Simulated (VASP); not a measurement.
Fe, 1 atom in the cell. The typed cell holds 1 atom: a = 2.526 Å, b = 2.506 Å, c = 2.490 Å, α = 108.44°, β = 111.11°, γ = 109.60°.  The cell isn't the ideal one: cell strained at random at fixed volume.

```yaml
Program: VASP 6.6.1
Task: single point
Functional: PBE
Potentials_or_basis: VASP PAW PBE potentials, release 64 (Fe)
Cutoff: 520 eV
k_mesh: 13 × 13 × 13
Occupations: fermi-dirac, width 0.05 eV
Spin: collinear spin, ferromagnetic start
Starting_moments: "[3.0] μB"
Further_INCAR_settings: ALGO = Normal; EDIFF = 1e-07; NBANDS = 14
```

Potentials or basis: VASP PAW PBE potentials, release 64 (Fe).

The run is started by

```sh
$ cat potpaw_PBE.64/Fe/POTCAR > POTCAR
$ mpirun -np 1 vasp_std > vasp.out
```

Hardware: 1 thread of AMD EPYC 7R43 64-Core Processor (Zen 3), with other jobs on the host.

Q: Estimate the wall time of this run.

A: Wall time 8.9 min on 1 thread of AMD EPYC 7R43 64-Core Processor (Zen 3), with other jobs on the host, peak memory 0.32 GiB. Counts: scf iterations 15, k points 1099.
